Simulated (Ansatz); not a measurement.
Runs of Ansatz 0.2.0 on InP. It takes space group F-43m (No. 216, cubic). The conventional cell has a = 5.861 Å, b = 5.861 Å, c = 5.861 Å, α = 90.00°, β = 90.00°, γ = 90.00°. In (site symmetry -43m) has 4 P at 2.54 Å as nearest neighbours. P (site symmetry -43m) has 4 In at 2.54 Å as nearest neighbours. 

```tsv
task	level	spin	k mesh	cutoff (eV)	smearing	points for each segment of the path	mesh quality	gap on the mesh (eV)	pressure (GPa)
Born charges and dielectric tensor	PBEsol	off	8 × 8 × 8	420	fixed	-	not flagged	(a)	-
band structure	r2SCAN0	off	4 × 4 × 4	500	fermi-dirac 0.05 eV	4	coarse	2.45	0.7
single point	PBE0	SOC, no magnetisation	4 × 4 × 4	420	fermi-dirac 0.05 eV	-	coarse	2.16	1.4
single point	r2SCAN+rVV10	SOC, no magnetisation	6 × 6 × 6	500	gaussian 0.05 eV	-	not flagged	1.11	0.9
band structure	HSE03	off	4 × 4 × 4	420	fermi-dirac 0.05 eV	4	coarse	(b)	2.0
```

Alike in all rows: potentials or basis Ansatz PAW; cell as given.

Problem. Estimate the missing entries.

Solution. (a) 0.62; (b) 1.36.

Caveats: some runs use coarse meshes; the PAW data sets come from PBE, with cores solved anew for the run's functional, which leaves a small shift of forces and pressure; spin-orbit coupling is left out, which moves the levels of the heavy elements (some runs); the thresholds are loose for stress (some runs); the gap is small at this level, which inflates the dielectric constant (some runs).

A k mesh can miss the band edges, and rows without SOC leave out spin-orbit coupling on In.
